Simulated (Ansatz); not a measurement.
Runs of Ansatz 0.2.0 on Zr. The structure is hexagonal, space group P6_3/mmc (No. 194). The conventional cell has a = 3.232 Å, b = 3.232 Å, c = 5.147 Å, α = 90.00°, β = 90.00°, γ = 120.00°. Zr (site symmetry -6m2) is surrounded by 12 Zr at 3.18 to 3.23 Å. 

| task | level | cell | k mesh | cutoff (eV) | points for each segment of the path | mesh quality | gap on the mesh (eV) | pressure (GPa) | relaxed volume (Å³/atom) |
| --- | --- | --- | --- | --- | --- | --- | --- | --- | --- |
| band structure | BPBE | as given | 9 × 9 × 5 | 420 | 14 | not flagged | none | 0.1 | - |
| relaxation of cell and atoms | r2SCAN+D3(BJ) | relaxed | 9 × 9 × 5 | 500 | - | not flagged | - | 0.0 | (b) |
| relaxation of cell and atoms | BLYP | relaxed | 9 × 9 × 5 | 420 | - | not flagged | none | 0.0 | (a) |
| single point | PBE | as given | 5 × 5 × 3 | 420 | - | coarse | none | 0.7 | - |
| relaxation of cell and atoms | PBE | relaxed | 9 × 9 × 5 | 420 | - | not flagged | - | 0.0 | 23.39 |

Alike in all rows: potentials or basis Ansatz PAW; no spin polarisation; smearing fermi-dirac 0.05 eV.

Problem. Fill in the values left out.

Solution. (a) 24.16; (b) 23.07.

Caveats: some runs use coarse meshes; the PAW data sets come from PBE, with cores solved anew for the run's functional, which leaves a small shift of forces and pressure (some runs); the plane-wave basis is chosen anew once the cell has moved, so the energies of steps on either side of that aren't comparable (some runs); the dispersion damping was fitted for another functional or another form of the correction (some runs).

A k mesh can miss the band edges, and the runs leave out spin-orbit coupling on Zr.

A gap of «none» marks a metal or a gap under the smearing width.
